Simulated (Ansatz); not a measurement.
# ZnF2: the cost of one run

Method: DFT PBEsol, scalar-relativistic, plane waves, PAW, in Ansatz 0.2.0.

6 further runs of the same task are left out: 2 that didn't finish, 4 set aside as unsound or not needed.

### 1 Starting point

The cell holds 24 atoms (F16PrZn7): a = 6.671 Å, b = 6.671 Å, c = 7.836 Å, α = 115.19°, β = 115.19°, γ = 90.00°.

The coordinates of this cell stand in the input of its own run.

The host was relaxed before at PBEsol: a = 4.717 Å, b = 4.717 Å, c = 3.129 Å, α = 90.00°, β = 90.00°, γ = 90.00° (conventional cell), 11.603 Å³/atom.

Places, in fractions of the supercell: Pr in place of Zn at (0.625, 0.125, 0.250). The start keeps the symmetry of the ideal site.

### 2 Band edges of the host over the zone

File input.yaml:

```yaml
crystal:
  lattice:
    - [4.7171583536, 0.0, 0.0]
    - [0.0, 4.7171583536, 0.0]
    - [0.0, 0.0, 3.1286502808]
  atoms:
    - { symbol: Zn, position: [0.5, 0.5, 0.5] }
    - { symbol: Zn, position: [0.0, 0.0, 0.0] }
    - { symbol: F, position: [0.6961638944, 0.6961638944, 0.0] }
    - { symbol: F, position: [0.8038361056, 0.1961638944, 0.5] }
    - { symbol: F, position: [0.3038361056, 0.3038361056, 0.0] }
    - { symbol: F, position: [0.1961638944, 0.8038361056, 0.5] }
basis:
  ecutwfc: 420
  xc_grid: 2
kpoints:
  mp_grid: { grid: [6, 6, 8] }
  band_path: { path: [VBM, CBM], npoints: 2 }
hamiltonian:
  xc: pbesol
scf:
  occupations: { method: gaussian, width: 0.02 }
output:
  forces: true
  stress: true
  eigenvalues: true
```

Launch:

```bash
ansatz run input.yaml --threads 8 --pin off --max-ram 14336MiB --backend cpu --events-out ev --progress --plain --runs-dir out
```

**Question.** How long does this run take on 8 threads of Arm Neoverse V2, shared host, and how much memory does it need?

About 2 s, with a peak of 0.46 GiB.
